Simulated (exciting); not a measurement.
# Ge: equation of state with LDA-Wigner

Crystal: Ge.

```
CELL_PARAMETERS angstrom
1.39715 -2.60052 0.00000
1.39715 2.60052 0.00000
0.00000 0.00000 2.69823
ATOMIC_POSITIONS crystal
Ge 0.50000 0.50000 0.00000
```

This isn't the form of Ge at room conditions, which is diamond.

| Quantity | Value |
| --- | --- |
| Program | exciting (release sodium) |
| Task | equation of state |
| Functional | LDA-Wigner |
| Potentials or basis | all-electron LAPW+lo, shipped species files, valence relativity iora* |
| rgkmax | 9 |
| k mesh | 8 × 8 × 7 |
| Occupations | gaussian, width 0.136 eV |
| Spin | no spin polarisation |

| Property | Result |
| --- | --- |
| Equilibrium volume | 18.80 Å³/atom |
| Bulk modulus at fixed shape and positions | 72 GPa |
| Pressure derivative of the bulk modulus | 4.6 (rough: it moves with the points fitted) |

Energy against volume, from the lowest point:
| volume (Å³/atom) | energy (meV/atom) |
| --- | --- |
| 18.431 | 1.71 |
| 18.823 | 0.00 |
| 19.215 | 1.98 |
| 19.607 | 7.17 |
| 19.999 | 15.27 |
| 20.391 | 26.06 |
| 20.783 | 39.01 |

Caveat: the cell was scaled at fixed shape and fractional positions, which overstates the stiffness of a crystal with free parameters, most of all of layers and chains.
